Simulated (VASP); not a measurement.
# Si2W (I4/mmm) in VASP: notebook

The runs below take Si2W through single point, with PBEsol.

Everything below comes from runs of VASP 6.6.1. Logs are shortened: lines on timing, memory, paths and dates and some standing lists are left out, and cuts for length are marked.

### 1 The structure

It takes space group I4/mmm (No. 139, tetragonal). The conventional cell has a = 3.205 Å, b = 3.205 Å, c = 7.819 Å, α = 90.00°, β = 90.00°, γ = 90.00°. Si (site symmetry 4mm) is surrounded by 5 Si at 2.59 to 2.62 Å and 5 W at 2.61 to 2.62 Å. Around W (site symmetry 4/mmm) lie 10 Si at 2.61 to 2.62 Å.

The cell is a database's computed one.

### 2 Single point, PBEsol

INCAR reads:

```
ALGO = Normal
EDIFF = 1E-6
ENCUT = 520
GGA = PS
ISIF = 2
ISMEAR = 0
LASPH = T
LCHARG = F
LREAL = F
LWAVE = F
NBANDS = 18
NELM = 60
PREC = Accurate
SIGMA = 0.5
```

KPOINTS reads:

```
k-points
0
Gamma
  18 18 18
```

POSCAR reads:

```
Si2W
1.0
   -1.6022600000      1.6022600000      3.9092900000
    1.6022600000     -1.6022600000      3.9092900000
    1.6022600000      1.6022600000     -3.9092900000
Si W
2 1
Direct
    0.3345200000      0.3345200000      0.0000000000
    0.6654800000      0.6654800000      0.0000000000
    1.0000000000      1.0000000000      1.0000000000
```

Potentials or basis: VASP PAW PBE potentials, release 64 (Si, W_sv).

Started as:

```bash
> cat potpaw_PBE.64/Si/POTCAR potpaw_PBE.64/W_sv/POTCAR > POTCAR
> mpirun -np 1 vasp_std > vasp.out
```

OUTCAR:

```text
EDIFF = 1E-6
   ENCUT = 520
   GGA = PS
   ISIF = 2
   ISMEAR = 0
   LASPH = T
   LREAL = F
   NELM = 60
   PREC = Accurate

 ion  position               nearest neighbor table
   1  0.335  0.335  0.000-   2 2.59   3 2.61   3 2.61   3 2.61   3 2.61   3 2.62   2 2.62   2 2.62
                             2 2.62   2 2.62
   2  0.665  0.665  0.000-   1 2.59   3 2.61   3 2.61   3 2.61   3 2.61   3 2.62   1 2.62   1 2.62
                             1 2.62   1 2.62
   3  0.000  0.000  0.000-   2 2.61   2 2.61   2 2.61   1 2.61   2 2.61   1 2.61   1 2.61   1 2.61
                             1 2.62   2 2.62

  LATTYP: Found a body centered tetragonal cell.
 ALAT       =     3.2045200000
 C/A-ratio  =     2.4398599478

  Lattice vectors:

 A1 = (  -1.6022600000,   1.6022600000,   3.9092900000)
 A2 = (   1.6022600000,  -1.6022600000,   3.9092900000)
 A3 = (   1.6022600000,   1.6022600000,  -3.9092900000)

Analysis of symmetry for initial positions (statically):
=====================================================================
 Subroutine PRICEL returns:
 Original cell was already a primitive cell.

 Routine SETGRP: Setting up the symmetry group for a
 body centered tetragonal supercell.

 Subroutine GETGRP returns: Found 16 space group operations
 (whereof 16 operations were pure point group operations)
 out of a pool of 16 trial point group operations.

The static configuration has the point symmetry D_4h.

Analysis of symmetry for dynamics (positions and initial velocities):
=====================================================================
 Subroutine PRICEL returns:
 Original cell was already a primitive cell.

 Routine SETGRP: Setting up the symmetry group for a
 body centered tetragonal supercell.

 Subroutine GETGRP returns: Found 16 space group operations
 (whereof 16 operations were pure point group operations)
 out of a pool of 16 trial point group operations.

The dynamic configuration has the point symmetry D_4h.

 Subroutine INISYM returns: Found 16 space group operations
 (whereof 16 operations are pure point group operations),
 and found     1 'primitive' translations

----------------------------------------------------------------------------------------

                                     Primitive cell

  volume of cell :      40.1443

  direct lattice vectors                    reciprocal lattice vectors
    -1.602260000  1.602260000  3.909290000     0.000000000  0.312059216  0.127900463
     1.602260000 -1.602260000  3.909290000     0.312059216  0.000000000  0.127900463
     1.602260000  1.602260000 -3.909290000     0.312059216  0.312059216  0.000000000

  length of vectors
     4.518519948  4.518519948  4.518519948     0.337252847  0.337252847  0.441318376

  position of ions in fractional coordinates (direct lattice)
     0.334520000  0.334520000  0.000000000
     0.665480000  0.665480000  0.000000000
     0.000000000  0.000000000  0.000000000

  ion indices of the primitive-cell ions
   primitive index   ion index
                 1           1
                 2           2
                 3           3

----------------------------------------------------------------------------------------

 KPOINTS: k-points

Automatic generation of k-mesh.
 Grid dimensions read from file:
 generate k-points for:   18   18   18

 Generating k-lattice:

  Cartesian coordinates                     Fractional coordinates (reciprocal lattice)
     0.000000000  0.017336623  0.007105581     0.055555556  0.000000000 -0.000000000
     0.017336623  0.000000000  0.007105581     0.000000000  0.055555556 -0.000000000
     0.017336623  0.017336623  0.000000000     0.000000000  0.000000000  0.055555556

  Length of vectors
     0.018736269  0.018736269  0.024517688

  Shift w.r.t. Gamma in fractional coordinates (k-lattice)
     0.000000000  0.000000000  0.000000000

 Subroutine IBZKPT returns following result:
 ===========================================

 Found    480 irreducible k-points:

 Following reciprocal coordinates:
            Coordinates               Weight
  0.000000  0.000000  0.000000      1.000000
  0.055556 -0.000000  0.000000      8.000000
  0.111111 -0.000000  0.000000      8.000000
  0.166667  0.000000  0.000000      8.000000
  0.222222 -0.000000  0.000000      8.000000
  0.277778 -0.000000  0.000000      8.000000
[... 16 lines left out ...]
 -0.277778  0.055556 -0.000000     16.000000
 -0.222222  0.055556 -0.000000     16.000000
 [... further k-points ...]
   k-points           NKPTS =    480   k-points in BZ     NKDIM =    480   number of bands    NBANDS=     18
   number of dos      NEDOS =    301   number of ions     NIONS =      3
   total plane-waves  NPLWV =  46656
   dimension x,y,z NGX =    36 NGY =   36 NGZ =   36
   dimension x,y,z NGXF=    72 NGYF=   72 NGZF=   72
   ions per type =               2   1
   NGX,Y,Z   is equivalent  to a cutoff of  13.25, 13.25, 13.25 a.u.
   NGXF,Y,Z  is equivalent  to a cutoff of  26.49, 26.49, 26.49 a.u.
 SYSTEM =  unknown system
   PREC   = accura    normal or accurate (medium, high low for compatibility)
   ISTART =      0    job   : 0-new  1-cont  2-samecut
   ICHARG =      2    charge: 1-file 2-atom 10-const
   ISPIN  =      1    spin polarized calculation?
   LNONCOLLINEAR =      F non collinear calculations
   LSORBIT =      F    spin-orbit coupling
   LASPH  =      T    aspherical Exc in radial PAW
   ENCUT  =  520.0 eV  38.22 Ry    6.18 a.u.   8.40  8.40  8.40*2*pi/ulx,y,z
   NELM   =     60;   NELMIN=  2; NELMDL= -5     # of ELM steps
   EDIFF  = 0.1E-05   stopping-criterion for ELM
   LREAL  =      F    real-space projection
   EDIFFG = 0.1E-04   stopping-criterion for IOM
   NSW    =      0    number of steps for IOM
   IBRION =     -1    ionic relax: 0-MD 1-quasi-New 2-CG
   NFREE  =      0    steps in history (QN), initial steepest desc. (CG)
   ISIF   =      2    stress and relaxation
   ISYM   =      2    0-nonsym 1-usesym 2-fastsym
   POTIM  = 0.5000    time-step for ionic-motion
   TEBEG  =    0.0;   TEEND  =   0.0 temperature during run
   PSTRESS=    0.0 pullay stress
   NELECT =      22.0000    total number of electrons
   NUPDOWN=      -1.0000    fix difference up-down
   EMIN   =  10.00;   EMAX   =-10.00  energy-range for DOS
   EFERMI =   0.00;   METHOD = LEGACY
   ISMEAR =     0;   SIGMA  =   0.50  broadening in eV -4-tet -1-fermi 0-gaus
   EFERMI_NEDOS =   21; number of points for ismear=-14 and -15
   IALGO  =     38    algorithm
   IMIX   =      4    mixing-type and parameters
     AMIX     =   0.40;   BMIX     =  1.00
     AMIX_MAG =   1.60;   BMIX_MAG =  1.00
  volume/ion in A,a.u.               =      13.38        90.30
  Fermi-wavevector in a.u.,A,eV,Ry     =   1.339701  2.531667 24.419707  1.794798
  Thomas-Fermi vector in A             =   2.468072
   LORBIT       =      0    0 simple, 1 ext, 2 COOP (PROOUT), +10 PAW based schemes
   GGA     = PS    functional components
   LHFCALC =     F    Hartree Fock is set to
   AEXX    =    0.0000 exact exchange contribution
   IVDW    =     0    specifies the selected vdW correction
   LEPSILON=     F    determine dielectric tensor
   LRPA    =     F    only Hartree local field effects (RPA)
 non-spin polarized calculation
 Gauss-broadening in eV      SIGMA  =   0.50
  energy-cutoff  :      520.00
  volume of cell :       40.14
 maximum number of plane-waves:      1104
 NGX is ok and might be reduce to    36
   NGX = 17   NGY = 17   NGZ = 17

 number of electron      21.9999999 magnetization

 Free energy of the ion-electron system (eV)
  ---------------------------------------------------
  ext. energy  EPLUGINS =         0.00000000
  ---------------------------------------------------
  free energy    TOTEN  =       -26.66130900 eV

  energy without entropy =      -26.60688397  energy(sigma->0) =      -26.63409648

 E-fermi :  11.9768     XC(G=0): -12.6410

 val. band max:       11.9359884670   @ k =  -0.3889   0.5000   0.3333
 cond. band min:      12.0122909572   @ k =  -0.3889  -0.4444   0.3889
 fundamental gap:      0.0763024902
 Fermi energy:        11.9768130049

 k-point     1 :       0.0000    0.0000    0.0000
  band No.  band energies     occupation
      1     -61.8371      2.00000
      2     -26.1127      2.00000
      3     -26.0803      2.00000
      4     -26.0803      2.00000
      5      -2.1669      2.00000
      6       5.0555      2.00000
[... 10 lines left out ...]
     17      17.7004      0.00000
     18      17.7004      0.00000

 k-point     2 :       0.0556   -0.0000    0.0000
  band No.  band energies     occupation
      1     -61.8368      2.00000
      2     -26.1121      2.00000
      3     -26.0872      2.00000
      4     -26.0796      2.00000
      5      -2.1073      2.00000
      6       5.0624      2.00000
[... 10 lines left out ...]
     17      17.7044      0.00000
     18      17.9281      0.00000

 k-point     3 :       0.1111   -0.0000    0.0000
  band No.  band energies     occupation
      1     -61.8361      2.00000
      2     -26.1107      2.00000
      3     -26.1071      2.00000
      4     -26.0778      2.00000
      5      -1.9297      2.00000
      6       5.0733      2.00000
[... 10 lines left out ...]
     17      17.7617      0.00000
     18      18.4813      0.00000

 k-point     4 :       0.1667    0.0000    0.0000
  band No.  band energies     occupation
      1     -61.8351      2.00000
      2     -26.1376      2.00000
      3     -26.1083      2.00000
      4     -26.0750      2.00000
      5      -1.6383      2.00000
      6       5.0536      2.00000
[... 375 lines left out ...]
      4     -26.0712      2.00000
      5      -0.1967      2.00000
      6       4.2411      2.00000
[... 10 lines left out ...]
     17      19.3284      0.00000
     18      20.2600      0.00000

 k-point    23 :      -0.2778    0.0556   -0.0000
  band No.  band energies     occupation
      1     -61.8322      2.00000
      2     -26.2130      2.00000
      3     -26.1011      2.00000
      4     -26.0747      2.00000
      5      -0.7685      2.00000
      6       4.8252      2.00000
[... 10 lines left out ...]
     17      19.0420      0.00000
     18      20.0923      0.00000

 k-point    24 :      -0.2222    0.0556   -0.0000
  band No.  band energies     occupation
      1     -61.8336      2.00000
      2     -26.1739      2.00000
      3     -26.1042      2.00000
      4     -26.0784      2.00000
      5      -1.2506      2.00000
      6       5.2012      2.00000
[... 10 lines left out ...]
     17      18.3338      0.00000
     18      20.2097      0.00000

 [... further k-points ...]
[... 5 lines left out ...]
  --------------------------------------------------------------------------------------
  -------------------------------------------------------------------------------------
  Total        0.0005351      0.0005351      0.1658370      0.0000000     -0.0000000      0.0000000
  in kB        0.0213550      0.0213550      6.6186294      0.0000000     -0.0000000      0.0000000
  external PRESSURE =       2.2204465 kB  Pullay stress =       0.0000000 kB

 VOLUME and BASIS-vectors are now :
 -----------------------------------------------------------------------------
  energy-cutoff  :      520.00
  volume of cell :       40.14
      direct lattice vectors                 reciprocal lattice vectors
    -1.602260000  1.602260000  3.909290000     0.000000000  0.312059216  0.127900463
     1.602260000 -1.602260000  3.909290000     0.312059216  0.000000000  0.127900463
     1.602260000  1.602260000 -3.909290000     0.312059216  0.312059216  0.000000000

 POSITION                                       TOTAL-FORCE (eV/Angst)
 -----------------------------------------------------------------------------------
      0.00000      0.00000      2.61547        -0.000000     -0.000000     -0.036612
      0.00000      0.00000      5.20311        -0.000000     -0.000000      0.036612
      0.00000      0.00000      0.00000         0.000000      0.000000     -0.000000
 -----------------------------------------------------------------------------------
    total drift:                               -0.000000      0.000000      0.000000

  FREE ENERGIE OF THE ION-ELECTRON SYSTEM (eV)
  ---------------------------------------------------
  free  energy   TOTEN  =       -26.6613089975 eV

  energy  without entropy=      -26.6068839676  energy(sigma->0) =      -26.63409648
```

It took 2.5 min on 1 thread of Intel Xeon 6975P-C (Granite Rapids), shared host; peak memory 0.46 GiB.

Results:

| Item | Value |
| --- | --- |
| Free energy | -26.6613 eV |
| Pressure | 0.2 GPa |
| Largest force | 0.037 eV/Å |
| Band gap on the k mesh | none (metal or under the smearing width) |

Forces on the atoms (eV/Å):
```
Si   0.000  0.000 -0.037
Si   0.000  0.000  0.037
W    0.000  0.000  0.000
```

Caveat: the PAW data sets were made with another functional, which shifts forces and pressure a little. Spin-orbit coupling is left out, which matters for the levels of W.

### 3 Single point, PBEsol

INCAR: that of step 2 with these lines changed.

```diff
@@ -2,3 +2,3 @@
 EDIFF = 1E-6
-ENCUT = 520
+ENCUT = 900
 GGA = PS
@@ -13,2 +13,2 @@
 PREC = Accurate
-SIGMA = 0.5
+SIGMA = 0.1
```

KPOINTS is that of step 2.

POSCAR is that of step 2.

Potentials or basis: VASP PAW PBE potentials, release 64 (Si, W_sv).

Started as:

```bash
> cat potpaw_PBE.64/Si/POTCAR potpaw_PBE.64/W_sv/POTCAR > POTCAR
> mpirun -np 1 vasp_std > vasp.out
```

Run time: 6.9 min. Hardware: 1 thread of Intel Xeon 6975P-C (Granite Rapids), shared host; peak memory 0.9 GiB.

It converged, with:

| Property | Result |
| --- | --- |
| Free energy | -26.6409 eV |
| Pressure | 0.0 GPa |
| Band gap on the k mesh | none (metal or under the smearing width) |

Levels at points of the mesh, in eV from the Fermi level:
```csv
k point,band 9,band 10,band 11,band 12,band 13,band 14
"(0.00, 0.00, 0.00)",-2.86,-2.86,0.63,2.81,2.88,3.13
"(0.50, 0.00, 0.00)",-2.81,-2.81,-0.45,2.72,2.82,3.96
"(0.50, 0.50, 0.00)",-5.05,-3.30,-1.75,2.83,2.99,3.15
"(0.50, 0.50, 0.50)",-0.82,-0.82,-0.51,-0.51,0.80,4.53
```

Caveat: the PAW data sets were made with another functional, which shifts forces and pressure a little. The run has no spin-orbit coupling, so splittings on W are missing.
